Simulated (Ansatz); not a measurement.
# Two Ansatz runs on Mg

The cell is COD entry 9008506, as deposited and not checked against the literature; nothing was relaxed. The listed cell was then made from it by scaling, straining or moving an atom.

First run: DFT, PBE, PAW with Ansatz's default frozen-core files, scalar-relativistic (Ansatz 0.2.0).

Command: `ansatz run input.yaml --threads 1 --pin off --max-ram 2048MiB --backend cpu --events-out ev --progress --plain --runs-dir out` The run took 11 s on 1 thread of Arm Neoverse V2, with other jobs on the host.

```yaml
crystal:
  lattice:
    - [3.2092715325, -0.0641854306, -0.0641854306]
    - [-1.6602219797, 2.8114033901, -0.0234934982]
    - [-0.1042066, -0.1042066, 5.21033]
  atoms:
    - { symbol: Mg, position: [0.3333333333, 0.6666666667, 0.25] }
    - { symbol: Mg, position: [0.6666666667, 0.3333333333, 0.75] }
kpoints:
  mp_grid: { grid: [12, 12, 7] }
scf:
  occupations: { method: fermi_dirac, width: 0.05 }
hamiltonian:
  xc: pbe
  pseudopotentials: { kind: paw }
output:
  forces: true
  stress: true
  eigenvalues: true
  efg: { contact_densities: true }
```

Result: converged; pressure -0.29 GPa; largest force 0.048 eV/Å; no gap on the k mesh; 6 SCF iterations.

The input is then changed:

```diff
@@ -7,6 +7,7 @@
     - { symbol: Mg, position: [0.3333333333, 0.6666666667, 0.25] }
     - { symbol: Mg, position: [0.6666666667, 0.3333333333, 0.75] }
+  symmetry: { detect: false }
 kpoints:
-  mp_grid: { grid: [12, 12, 7] }
+  mp_grid: { grid: [12, 12, 7], shift: [0.5, 0.5, 0.5] }
 scf:
   occupations: { method: fermi_dirac, width: 0.05 }
@@ -19,3 +20,9 @@
   eigenvalues: true
   efg: { contact_densities: true }
+  write_density: true
+  write_potential: true
+  elf: true
+  volumetric_format: npy
+basis:
+  ecutwfc: "22.0 Ry"
```

Task: Predict the outcome of the changed run.

Result: It converged; pressure -0.25 GPa; largest force 0.046 eV/Å; no gap on the k mesh; 6 SCF iterations. Some of these settings are too coarse for converged properties.

The results part of its log:

```
SCF 1 converged in 6 iterations: F = -3847.552311 eV  dr2 = 3.72e-8
  greatest PAW one-centre occupation: 1.000 electrons in one spin orbital (limit 2), on the Mg atom at site 1 (counted from 0), in its partial waves of l = 1
SCF converged after 6 iterations
Free energy (F): -3847.552311 eV
Harris-Foulkes:  -3847.552311 eV  (|F-HF|=3.93e-8)
Internal energy: -3847.544814 eV  (E = F + TS)
E sigma→0 (E₀):  -3847.548562 eV
Entropy (-TS):   -0.007497 eV (-3.748 meV/atom)
Fermi energy:    5.574200 eV
--- Per-component energies (eV) ---
  E_band       = -717.429669
  E_kinetic    = 150.154660
  E_local      = -3249.962774  (includes V_loc(G=0)·N_el)
  E_nonlocal   = 191.133008
  E_hartree    = 1160.964851
  E_xc         = -56.833302
  E_vxc        = -73.309312  (∫ρ·V_xc dr)
  E_paw        = -585.375550  (= ΣΔE_a)
  E_vpaw       = -57.379413  (= ΣTr[D̂ρ^β])
  E_aug_tail   = 0.000061  (compensation charges beyond the density's cutoff)
  E_ewald      = -1457.625768
  E_smearing   = -0.007497  (= −TS)
  E_closure    = -0.000000  (closes the sum)
  Σ components = -3847.552311   (vs F -3847.552311, Δ=0.00e0)
--- Forces (eV/Å), atoms counted from 1 ---
  atom   1  Mg     0.04429985     0.00320968     0.01024100
  atom   2  Mg    -0.04429957    -0.00320965    -0.01024080
  max |Σ_I F_I| component: 2.77e-7 eV/Å
--- Stress (GPa, compression-positive) ---
       -0.813432       1.289354       0.627882
        1.289354      -0.315851       0.689030
        0.627882       0.689030       0.374599
  P = ⅓ Tr σ = -0.2516 GPa (-2.516 kbar)
--- PAW observables at the nuclei: V_zz in 10²¹ V/m², potentials from the cell's mean, atoms counted from 1 ---
  atom   1  Mg V_zz =    +0.182119   η = 0.9555   by run symmetry: not_imposed
            electrostatic potential = -1098.397661 V   contact ρ = 7800.846544 e/Å³
  atom   2  Mg V_zz =    +0.182135   η = 0.9552   by run symmetry: not_imposed
            electrostatic potential = -1098.397159 V   contact ρ = 7800.846134 e/Å³
--- Band table (eV; the first three rows and the last of 504) ---
  k-point 0: bands = ["-70.4873", "-70.4846", "-37.2563", "-37.2326", "-37.2303", "-37.2284", "-37.2275", "-37.2260", "-1.1815", "3.3861", "5.1126", "14.7240", "15.2711", "16.3445"]
  k-point 1: bands = ["-70.4870", "-70.4849", "-37.2525", "-37.2323", "-37.2309", "-37.2299", "-37.2281", "-37.2259", "-0.9417", "2.1014", "6.8089", "14.6654", "15.1121", "15.5220"]
  k-point 2: bands = ["-70.4864", "-70.4854", "-37.2466", "-37.2361", "-37.2313", "-37.2296", "-37.2283", "-37.2264", "-0.4763", "1.0093", "8.7023", "12.7488", "15.1702", "15.6534"]
  k-point 503: bands = ["-70.4846", "-70.4836", "-37.2528", "-37.2478", "-37.2436", "-37.2401", "-37.2331", "-37.2327", "2.4905", "4.9581", "7.3853", "8.1964", "8.8990", "10.9258"]
```
